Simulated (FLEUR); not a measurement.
HfO2:

```
CELL_PARAMETERS angstrom
0.00000 2.55750 2.55750
2.55750 0.00000 2.55750
2.55750 2.55750 0.00000
ATOMIC_POSITIONS crystal
Hf 0.00000 0.00000 0.00000
O 0.75000 0.75000 0.75000
O 0.25000 0.25000 0.25000
```

Measurements of this composition are mostly on another form, of space group No. 14.

Base run:

```yaml
Program: FLEUR MaX-R8.1 (later development tree)
Functional: LDA
Potentials_or_basis: all-electron
Basis: FLAPW
Kmax: 4.86 1/bohr
k_mesh: 9 × 9 × 9
Occupations: fermi-dirac, width 0.05 eV
Spin: no spin polarisation
```

Its results: band gap on the k mesh 3.61 eV, indirect (least direct gap 3.73 eV).

Task: The run is repeated on the same cell with these changes: functional from LDA to SCAN. What comes out?

Result: Band gap on the k mesh 4.22 eV, indirect (least direct gap 4.34 eV).

SCAN gives the wider gap, since meta-GGAs in the generalised Kohn-Sham scheme recover part of the derivative discontinuity.

Caveats: spin-orbit coupling is left out, which moves the levels of the heavy elements; the mesh misses the band edges, which the band path finds closer together; the meta-GGA is that of a development version, with a GGA for the radial functions and cores and without core tails (some runs).

Not every run made on this cell is shown here.
